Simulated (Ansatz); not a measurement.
Debugging cell relaxations under several functionals of TiSe₂, space group P-3m1 (the Ansatz DFT code, driven from Python).

Script `tise2_lattice.py`:
```python
"""How the lattice of TiSe2 depends on the functional."""

import warnings

import ansatz as az
import numpy as np

KGRID = (6, 6, 4)
FILLING = "fixed"
FORCE_TOL = 0.01

def edges_and_angles(cell):
    cell = np.asarray(cell)
    a, b, c = np.linalg.norm(cell, axis=1)
    cosines = cell[1] @ cell[2] / (b * c), cell[0] @ cell[2] / (a * c), cell[0] @ cell[1] / (a * b)
    return (a, b, c, *np.degrees(np.arccos(cosines)))


def main() -> None:
    warnings.simplefilter("ignore", az.DeckWarning)

    xtal = (
        az.Lattice.from_parameters(3.536, 3.536, 6.004, alpha=90, beta=90, gamma=120)
        .space_group(164)
        .atom("Ti", [0.0, 0.0, 0.0])
        .atom("Se", [1 / 3, 2 / 3, 0.2552])
    )

    calculation = (
        xtal.calculation()
        .kpoints(*KGRID, center="gamma")
        .occupations(FILLING)
        .relax(cell=True, force_tolerance=FORCE_TOL)
    )

    levels = [("r2scan", "rvv10"), ("revpbe", "d3bj"), ("pbesol", "none")]
    print("level            a       b       c    alpha   beta  gamma  V/atom  steps")
    for name, dispersion in levels:
        seen = []
        run = calculation.functional(name, dispersion=dispersion).session().plan()
        result = run.execute(on_event=lambda e: seen.append(e) if e["event"] == "relax_step" else None)
        cell = result.lattice.cell_ang
        label = name if dispersion == "none" else f"{name}+{dispersion}"
        print("{:13s} {:7.4f} {:7.4f} {:7.4f} {:6.2f} {:6.2f} {:6.2f}".format(label, *edges_and_angles(cell)), f"{abs(np.linalg.det(cell)) / len(result.lattice.sites):7.3f} {len(seen):5d}")


if __name__ == "__main__":
    main()
```

Running `python tise2_lattice.py` prints:
```text
level            a       b       c    alpha   beta  gamma  V/atom  steps
RunWarning: iter 1: σ=0 fill of 22 bands saw a band overlap (occupied 9.8500 eV > unoccupied 9.7860 eV) — on an unconverged iterate often a transient of an unconverged empty band; one that stands at the close is told there (band_overlap_at_count); if the run fails to converge, the spectrum is likely genuinely metallic at σ=0 — use a smearing of finite width or the tetrahedron method (which not every kind of run takes: see the entry of scf.occupations.method in the input reference), with at least one empty band (raise scf.n_extra_bands, or leave it out; where the count is already the smallest k-point's plane-wave count, raise basis.ecutwfc first)
RunWarning: the bands overlap at the fill by count (22 filled at each k-point of a channel): the highest filled level, 9.475424 eV at k-index 0, stands 0.3480 eV over the lowest empty one, 9.127418 eV at k-index 13, so that a fill of the lowest levels lies lower and no gap is reported. A metal, or a carrier in a host's bands, wants a smearing of finite width or the tetrahedron method (`scf.occupations.method`). A defect's level that its images broaden is meant whole, and this fill is then the right one; a shifted mesh or single k-points narrow the overlap
r2scan+rvv10   3.5654  3.5654  6.0436  90.00  90.00 120.00  22.178     5
Traceback (most recent call last):
  File "tise2_lattice.py", line 48, in <module>
    main()
    ~~~~^^
  File "tise2_lattice.py", line 41, in main
    result = run.execute(on_event=lambda e: seen.append(e) if e["event"] == "relax_step" else None)
ansatz.NonConvergedError: did not converge after 100 iterations: dr2 = 3.30e-4 (threshold 3.00e-7), under the density mixer `msr1`, which `scf.mixing.algorithm: auto` chose by the deck's other keys (type `scf.mixing.algorithm: msr1` to keep it); at k-index 0, counted from 0 in this SCF's own list of k-points, the highest band that the last eigensolve's fill by count filled, 11.609745 eV, and the lowest that it left empty, 11.609745 eV, lay 2.196e-12 eV apart, the closest at any k-point: where those lie closer than the levels still move from one iteration to the next, and no symmetry of the run holds them equal, such a fill need not settle, and opposed starting moments at zero total moment, or else a narrow smearing, may settle it (`scf.occupations.method`, Limitations, in the input reference); raise `scf.max_iter`, which need not help a stalled SCF, or adjust the mixing (`scf.mixing`) or, under a smearing, its width (`scf.occupations.width`, in either direction: another width is another result); this SCF holds its density and magnetisation to the symmetry operations that it keeps, and cannot end on a state that breaks one of them: if the state sought breaks one, re-run with [...]
The last result that the run could keep is in <dir> where next_state_free_energy_ev on a file's second line is a number, the run has left its state, where lower_state_in_no_save there is true it has gone on to a lower one that no save has, where lower_state_not_kept there is true it has shown a lower one that it does not keep, where withdrawn there is true it has taken that telling back, where relaxation_convergence_pending there is true the relaxation had not been seen to end on it, where checkpoint_pending there is true a resume need not go on from it, and where ended_on there is non_converged, with further_exchange_loops ahead (goes_on_to, as later_telling there has it, where it stands), the run gives no result, that one neither; one whose goes_on_to is unconverged_end is of a structure not shown to be relaxed.
```
(Warnings from the package without file and line, shortened, repeats left out.)

Find the fault and give the corrected script.

The fault: fixed occupations, though the bands overlap at this level of theory. Mended:

```diff
--- before
+++ after
@@ -8,3 +8,4 @@
 KGRID = (6, 6, 4)
-FILLING = "fixed"
+FILLING = "fermi_dirac"
+SIGMA = 0.1
 FORCE_TOL = 0.01
@@ -31,3 +32,3 @@
         .kpoints(*KGRID, center="gamma")
-        .occupations(FILLING)
+        .occupations(FILLING, width=SIGMA)
         .relax(cell=True, force_tolerance=FORCE_TOL)
```

After the fix:

```console
$ python tise2_lattice.py
level            a       b       c    alpha   beta  gamma  V/atom  steps
r2scan+rvv10   3.5309  3.5309  6.1099  90.00  90.00 120.00  21.990     6
revpbe+d3bj    3.4488  3.4488  5.7515  90.00  90.00 120.00  19.748     8
pbesol         3.4720  3.4720  5.9602  90.00  90.00 120.00  20.741     7
```

Reading the output:
- Dispersion corrections can be off by several per cent in the lattices of metals, and by several GPa in the pressure at a fixed cell.
- The mesh is modest for a metal, so energies can be off by several to tens of meV an atom and pressures by half a GPa or more; differences at equal mesh fare better.
- The starting cell is as deposited in a crystallographic database; the results hold for this polymorph, which needn't be the stable one.
- Run time: 74 s on 1 thread of Arm Neoverse V2, with other jobs on the host, peak memory 0.67 GiB.
